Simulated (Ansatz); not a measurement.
# Tc: the cost of one run

Method: DFT PBE+D3(BJ), plane waves, PAW, scalar-relativistic, no spin polarisation, in Ansatz 0.2.0.

### 1 The starting structure

The cell holds 18 atoms (Tc18): a = 5.480 Å, b = 8.220 Å, c = 15.395 Å, α = 90.00°, β = 90.00°, γ = 60.00°.

Its coordinates follow in the input file.

### 2 Preparing the start

input.yaml

```yaml
accuracy: low
crystal:
  lattice:
    - [5.48, 0.0, 0.0]
    - [4.11, 7.118729, 0.0]
    - [0.0, 0.0, 15.39496]
  atoms:
    - { symbol: Tc, position: [0.0, 0.0, 0.0649563] }
    - { symbol: Tc, position: [0.5, 0.0, 0.0649563] }
    - { symbol: Tc, position: [0.0, 0.3333333, 0.0649563] }
    - { symbol: Tc, position: [0.5, 0.3333333, 0.0649563] }
    - { symbol: Tc, position: [0.0, 0.6666667, 0.0649563] }
    - { symbol: Tc, position: [0.5, 0.6666667, 0.0649563] }
    - { symbol: Tc, position: [-0.1666667, 0.2222222, 0.2076965] }
    - { symbol: Tc, position: [0.3333333, 0.2222222, 0.2076965] }
    - { symbol: Tc, position: [-0.1666667, 0.5555556, 0.2076965] }
    - { symbol: Tc, position: [0.3333333, 0.5555556, 0.2076965] }
    - { symbol: Tc, position: [-0.1666667, 0.8888889, 0.2076965] }
    - { symbol: Tc, position: [0.3333333, 0.8888889, 0.2076965] }
    - { symbol: Tc, position: [0.0, 0.0, 0.3504368] }
    - { symbol: Tc, position: [0.5, 0.0, 0.3504368] }
    - { symbol: Tc, position: [0.0, 0.3333333, 0.3504368] }
    - { symbol: Tc, position: [0.5, 0.3333333, 0.3504368] }
    - { symbol: Tc, position: [0.0, 0.6666667, 0.3504368] }
    - { symbol: Tc, position: [0.5, 0.6666667, 0.3504368] }
basis:
  ecutwfc: 600.0
kpoints:
  mp_grid: { grid: [3, 2, 1] }
hamiltonian:
  xc: pbe
  dispersion: d3bj
scf:
  occupations: { method: fermi_dirac, width: 0.1 }
  lower_state_search: "off"
relax:
  f_tol: 0.08
  max_steps: 25
  adjacent_minimum: "off"
  constraints: [{ sites: [0, 1, 2, 3, 4, 5] }]
output:
  write_density: true
  write_potential: true
  elf: true
  volumetric_format: npy
```

The run is started by

```console
ansatz run input.yaml --threads 4 --pin off --max-ram 10240MiB --backend cpu --events-out ev --progress --plain --runs-dir out
```

Q: Estimate wall time and peak memory on 4 threads of Intel Xeon 6975P-C (Granite Rapids), shared host.

About 37 s, with a peak of 3.3 GiB.
